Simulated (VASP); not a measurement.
# NiH3 (P6_3/mmc) in VASP: single point with PBE

Aim: the single point of NiH3 with PBE.

Program: VASP 6.6.1. These are calculated values, not measurements. Logs are shortened: lines on timing, memory, paths and dates and some standing lists are left out, and cuts for length are marked.

## 1. The crystal as given

Symmetry: P6_3/mmc, No. 194, hexagonal system. Conventional cell: a = 5.108 Å, b = 5.108 Å, c = 2.340 Å, α = 90.00°, β = 90.00°, γ = 120.00°. Ni (site symmetry -6m2) is surrounded by 6 H at 1.60 Å. H (site symmetry mm2) is surrounded by 2 Ni at 1.60 Å.

The cell comes from a database or a generator and needn't be the stable form of this composition.

## 2. Single point, PBE, collinear spin, typed start

INCAR

```
SYSTEM = NiH3
PREC = Accurate ; ENCUT = 520
EDIFF = 1E-6 ; ISMEAR = -1
SIGMA = 0.1 ; LREAL = .False.
LASPH = .True. ; NELM = 150
ALGO = Fast ; ISIF = 2
LWAVE = .False. ; LCHARG = .True.
ISPIN = 2 ; MAGMOM = 1.5 -1.5 0 0 0 0 0 0
LORBIT = 11 ; LMAXMIX = 4
GGA = PE ; LELF = .True.
LVHAR = .True. ; NBANDS = 27
```

KPOINTS

```
regular mesh
0
Gamma
  6 6 11
  0 0 0
```

POSCAR

```
NiH3
1.0
    5.1081080000      0.0000000000      0.0000000000
   -2.5540540000      4.4237510000      0.0000000000
    0.0000000000      0.0000000000      2.3404320000
Ni H
2 6
Direct
    0.6666666667      0.3333333333      0.2500000000
    0.3333333333      0.6666666667      0.7500000000
    0.4190990000      0.2095490000      0.7500000000
    0.7904500000      0.2095490000      0.7500000000
    0.7904500000      0.5809010000      0.7500000000
    0.5809010000      0.7904500000      0.2500000000
    0.2095490000      0.7904500000      0.2500000000
    0.2095490000      0.4190990000      0.2500000000
```

Potentials or basis: VASP PAW PBE potentials, release 64 (Ni, H).

Command:

```console
$ cat potpaw_PBE.64/Ni/POTCAR potpaw_PBE.64/H/POTCAR > POTCAR
$ mpirun -np 1 vasp_std > vasp.out
```

OUTCAR:

```text
SYSTEM = NiH3
   PREC = Accurate
   ENCUT = 520
   EDIFF = 1E-6
   ISMEAR = -1
   LREAL = .False.
   LASPH = .True.
   NELM = 150
   ISIF = 2
   ISPIN = 2
   LORBIT = 11
   GGA = PE

 ion  position               nearest neighbor table
   1  0.667  0.333  0.250-   5 1.60   5 1.60   4 1.60   4 1.60   3 1.60   3 1.60
   2  0.333  0.667  0.750-   8 1.60   8 1.60   7 1.60   7 1.60   6 1.60   6 1.60
   3  0.419  0.210  0.750-   1 1.60   1 1.60
   4  0.790  0.210  0.750-   1 1.60   1 1.60
   5  0.790  0.581  0.750-   1 1.60   1 1.60
   6  0.581  0.790  0.250-   2 1.60   2 1.60
   7  0.210  0.790  0.250-   2 1.60   2 1.60
   8  0.210  0.419  0.250-   2 1.60   2 1.60

  LATTYP: Found a hexagonal cell.
 ALAT       =     5.1081080000
 C/A-ratio  =     0.4581798192

  Lattice vectors:

 A1 = (   5.1081080000,   0.0000000000,   0.0000000000)
 A2 = (  -2.5540540000,   4.4237510000,   0.0000000000)
 A3 = (   0.0000000000,   0.0000000000,   2.3404320000)

Analysis of symmetry for initial positions (statically):
=====================================================================
 Subroutine PRICEL returns:
 Original cell was already a primitive cell.

 Routine SETGRP: Setting up the symmetry group for a
 hexagonal supercell.

 Subroutine GETGRP returns: Found 24 space group operations
 (whereof 12 operations were pure point group operations)
 out of a pool of 24 trial point group operations.

The static configuration has the point symmetry D_3d.
 The point group associated with its full space group is D_6h.

Analysis of symmetry for dynamics (positions and initial velocities):
=====================================================================
 Subroutine PRICEL returns:
 Original cell was already a primitive cell.

 Routine SETGRP: Setting up the symmetry group for a
 hexagonal supercell.

 Subroutine GETGRP returns: Found 24 space group operations
 (whereof 12 operations were pure point group operations)
 out of a pool of 24 trial point group operations.

The dynamic configuration has the point symmetry D_3d.
 The point group associated with its full space group is D_6h.

Analysis of structural, dynamic, and magnetic symmetry:
=====================================================================
 Subroutine PRICEL returns:
 Original cell was already a primitive cell.

 Routine SETGRP: Setting up the symmetry group for a
 hexagonal supercell.

 Subroutine GETGRP returns: Found 24 space group operations
 (whereof 12 operations were pure point group operations)
[... 160 lines left out ...]
  ext. energy  EPLUGINS =         0.00000000
  ---------------------------------------------------
  free energy    TOTEN  =       -28.98237218 eV

  energy without entropy =      -28.93247202  energy(sigma->0) =      -28.95742210

 E-fermi :   3.6820     XC(G=0): -10.1689

 val. band max:        3.6325740014   @ k =   0.0000   0.0000   0.0909
 cond. band min:       3.6859141092   @ k =   0.5000  -0.0000   0.2727
 fundamental gap:      0.0533401078
 Fermi energy:         3.6819570223

 spin component 1

 k-point     1 :       0.0000    0.0000    0.0000
  band No.  band energies     occupation
      1      -7.7312      1.00000
      2      -4.0840      1.00000
      3      -1.8881      1.00000
      4      -1.8881      1.00000
      5      -0.3488      1.00000
      6      -0.2417      1.00000
[... 661 lines left out ...]
     24      18.0761      0.00000
     25      18.7410      0.00000

 [... further k-points ...]

 spin component 2

 k-point     1 :       0.0000    0.0000    0.0000
  band No.  band energies     occupation
      1      -7.7312      1.00000
      2      -4.0840      1.00000
      3      -1.8881      1.00000
      4      -1.8881      1.00000
      5      -0.3488      1.00000
      6      -0.2417      1.00000
[... 661 lines left out ...]
     24      18.0761      0.00000
     25      18.7410      0.00000

 [... further k-points ...]

 [bands above 25 left out]

------------------------ aborting loop because EDIFF is reached ----------------------------------------

  FORCE on cell =-STRESS in cart. coord.  units (eV):
  Direction    XX          YY          ZZ          XY          YZ          ZX
  --------------------------------------------------------------------------------------
  -------------------------------------------------------------------------------------
  Total        2.0425695      2.0425692      1.8686302      0.0000000     -0.0000000      0.0000000
  in kB       61.8786250     61.8786168     56.6092211      0.0000000     -0.0000000      0.0000000
  external PRESSURE =      60.1221543 kB  Pullay stress =       0.0000000 kB

 VOLUME and BASIS-vectors are now :
 -----------------------------------------------------------------------------
  energy-cutoff  :      520.00
  volume of cell :       52.89
      direct lattice vectors                 reciprocal lattice vectors
     5.108108000  0.000000000  0.000000000     0.195767200  0.113026253  0.000000000
    -2.554054000  4.423751000  0.000000000     0.000000000  0.226052506  0.000000000
     0.000000000  0.000000000  2.340432000     0.000000000  0.000000000  0.427271546

 POSITION                                       TOTAL-FORCE (eV/Angst)
 -----------------------------------------------------------------------------------
      2.55405      1.47458      0.58511        -0.000000     -0.000000      0.000000
     -0.00000      2.94917      1.75532        -0.000000      0.000000      0.000000
      1.60560      0.92699      1.75532        -0.251091     -0.144968      0.000000
      3.50250      0.92699      1.75532         0.251091     -0.144968      0.000000
      2.55405      2.56976      1.75532        -0.000000      0.289935      0.000000
      0.94845      3.49675      0.58511         0.251091      0.144968     -0.000000
     -0.94845      3.49675      0.58511        -0.251091      0.144968     -0.000000
     -0.00000      1.85399      0.58511        -0.000000     -0.289935     -0.000000
 -----------------------------------------------------------------------------------
    total drift:                                0.000286      0.000496     -0.000000

  FREE ENERGIE OF THE ION-ELECTRON SYSTEM (eV)
  ---------------------------------------------------
  free  energy   TOTEN  =       -28.9823721768 eV

  energy  without entropy=      -28.9324720185  energy(sigma->0) =      -28.95742210

 total charge

# of ion       s       p       d       tot
------------------------------------------
    1        0.524   0.676   8.469   9.669
    2        0.524   0.676   8.469   9.669
    3        0.511   0.024   0.000   0.534
    4        0.511   0.024   0.000   0.534
    5        0.511   0.024   0.000   0.534
    6        0.511   0.024   0.000   0.534
    7        0.511   0.024   0.000   0.534
    8        0.511   0.024   0.000   0.534
--------------------------------------------------
tot          4.111   1.495  16.938  22.544

 magnetization (x)

# of ion       s       p       d       tot
------------------------------------------
    1       -0.000  -0.000   0.000  -0.000
    2        0.000   0.000  -0.000   0.000
    3       -0.000   0.000   0.000  -0.000
    4       -0.000   0.000   0.000  -0.000
    5       -0.000   0.000   0.000  -0.000
    6        0.000  -0.000   0.000   0.000
    7        0.000  -0.000   0.000   0.000
    8        0.000  -0.000   0.000   0.000
--------------------------------------------------
tot         -0.000   0.000   0.000  -0.000
```

OSZICAR:

```text
N       E                     dE             d eps       ncg     rms          rms(c)
DAV:   1     0.146432268524E+03    0.14643E+03   -0.11526E+04  4568   0.111E+03
DAV:   2    -0.201246658751E+02   -0.16656E+03   -0.15244E+03  4609   0.243E+02
DAV:   3    -0.322781359924E+02   -0.12153E+02   -0.11872E+02  5276   0.747E+01
DAV:   4    -0.324586363397E+02   -0.18050E+00   -0.18029E+00  5177   0.894E+00
DAV:   5    -0.324624888994E+02   -0.38526E-02   -0.38523E-02  5965   0.122E+00    0.239E+01
RMM:   6    -0.340536813077E+02   -0.15912E+01   -0.26264E+01  5419   0.470E+01    0.211E+01
RMM:   7    -0.291017013391E+02    0.49520E+01   -0.74658E+00  5121   0.237E+01    0.495E+00
RMM:   8    -0.289991087434E+02    0.10259E+00   -0.10084E-01  5059   0.179E+00    0.123E+00
RMM:   9    -0.289827297902E+02    0.16379E-01   -0.34660E-02  5440   0.124E+00    0.903E-01
RMM:  10    -0.289812392496E+02    0.14905E-02   -0.68756E-03  5863   0.595E-01    0.316E-01
RMM:  11    -0.289816940865E+02   -0.45484E-03   -0.18829E-03  5970   0.239E-01    0.179E-01
RMM:  12    -0.289822292096E+02   -0.53512E-03   -0.45223E-04  5463   0.120E-01    0.589E-02
RMM:  13    -0.289823349644E+02   -0.10575E-03   -0.15016E-04  5846   0.635E-02    0.269E-02
RMM:  14    -0.289823636003E+02   -0.28636E-04   -0.41254E-05  6239   0.313E-02    0.194E-02
RMM:  15    -0.289823709120E+02   -0.73116E-05   -0.10100E-05  5341   0.155E-02    0.588E-03
RMM:  16    -0.289823719894E+02   -0.10774E-05   -0.35093E-06  4659   0.857E-03    0.175E-03
RMM:  17    -0.289823721768E+02   -0.18740E-06   -0.91720E-07  3777   0.467E-03
   1 F= -.28982372E+02 E0= -.28957422E+02  d E =-.499002E-01  mag=     0.0000
```

Run time: 2 min. Hardware: 1 thread of Intel Xeon Platinum 8488C (Sapphire Rapids), shared host; peak memory 0.24 GiB.

Results:

```
Free energy                                           : -28.9824 eV
Pressure                                              : 6.0 GPa
Largest force                                         : 0.290 eV/Å
Band gap on the k mesh                                : none (metal or under the smearing width)
Net moment                                            : 0.00 μB per cell
Valence electrons inside the program's atomic spheres : Ni 9.67; H 0.53
```

Forces on the atoms (eV/Å):
```
Ni   0.000  0.000  0.000
Ni   0.000  0.000  0.000
H   -0.251 -0.145  0.000
H    0.251 -0.145  0.000
H    0.000  0.290  0.000
H    0.251  0.145  0.000
H   -0.251  0.145  0.000
H    0.000 -0.290  0.000
```

Stress tensor (GPa, compression positive):
```
6.19 0.00 0.00
0.00 6.19 0.00
0.00 0.00 5.66
```

Levels at points of the mesh, in eV from the Fermi level:
Spin up:
| k point | band 11 | band 12 | band 13 | band 14 | band 15 | band 16 |
| --- | --- | --- | --- | --- | --- | --- |
| (0.00, 0.00, 0.00) | -1.95 | -1.83 | -1.83 | -1.69 | -0.28 | -0.28 |
| (0.50, 0.00, 0.00) | -1.93 | -1.86 | -1.82 | -0.96 | 0.61 | 0.78 |
Spin down:
| k point | band 11 | band 12 | band 13 | band 14 | band 15 | band 16 |
| --- | --- | --- | --- | --- | --- | --- |
| (0.00, 0.00, 0.00) | -1.95 | -1.83 | -1.83 | -1.69 | -0.28 | -0.28 |
| (0.50, 0.00, 0.00) | -1.93 | -1.86 | -1.82 | -0.96 | 0.61 | 0.78 |

Caveat: the starting moments collapsed, and a magnetic state may lie lower.
